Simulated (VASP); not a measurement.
PbS (Galena): relaxation of cell and atoms with optB88-vdW

Crystal: PbS (Galena).

```
Pb S
1.0
     0.00000    2.96575    2.96575
     2.96575    0.00000    2.96575
     2.96575    2.96575    0.00000
Pb S
1 1
Direct
  0.00000 0.00000 0.00000
  0.50000 0.50000 0.50000
```

```
Program                : VASP 6.6.1
Task                   : relaxation of cell and atoms
Functional             : optB88-vdW
Potentials or basis    : VASP PAW PBE potentials, release 64 (Pb_d, S)
Cutoff                 : 600 eV
k mesh                 : 8 × 8 × 8
Occupations            : fermi-dirac, width 0.05 eV
Spin                   : no spin polarisation
Further INCAR settings : ALGO = Normal; EDIFF = 1e-06; IBRION = 2; EDIFFG = -0.02; NSW = 60; ISIF = 3
```

The relaxed volume is 26.90 Å³/atom, the relaxed cell is a = 4.237 Å, b = 4.237 Å, c = 4.237 Å, α = 60.00°, β = 60.00°, γ = 60.00° and the space group after relaxing (to 0.05 Å) is Fm-3m (No. 225). The energy gained by relaxing is 4.5 meV/atom. The ionic steps are 3, the pressure after relaxing is 0.0 GPa and the band gap on the k mesh is 0.51 eV, direct.

Step by step:
```tsv
step	energy change (eV)	largest force (eV/Å)	pressure (GPa)	volume (Å³)
1	0.0000	0.0000	1.83	52.17
2	-0.0076	0.0000	-0.68	54.45
3	-0.0090	0.0000	-0.01	53.79
```

Final structure:
```
Pb S
1.0
     0.00000    2.99612    2.99612
     2.99612    0.00000    2.99612
     2.99612    2.99612    0.00000
Pb S
1 1
Direct
  0.00000 0.00000 0.00000
  0.50000 0.50000 0.50000
```

Levels at points of the mesh, in eV from the valence-band top:
```csv
k point,band 7,band 8,band 9,band 10,band 11,band 12,band 13,band 14
"(0.00, 0.00, 0.00)",-6.13,-1.94,-1.94,-1.94,5.07,5.07,5.07,6.96
"(0.50, 0.00, 0.00)",-8.68,-1.56,-1.56,0.00,0.51,2.06,2.06,8.80
"(0.50, 0.50, 0.00)",-7.21,-4.83,-3.15,-3.15,4.17,5.49,5.54,5.54
```

It took 2.3 min on 1 thread of Intel(R) Xeon(R) Platinum 8559C (Emerald Rapids), with other jobs on the host, peak memory 0.46 GiB.

Caveat: the PAW data sets were made with another functional, which shifts forces and pressure a little; spin-orbit coupling is left out, which as a rule narrows the gap of such compounds by several tenths of an eV. A k mesh can miss the band edges.
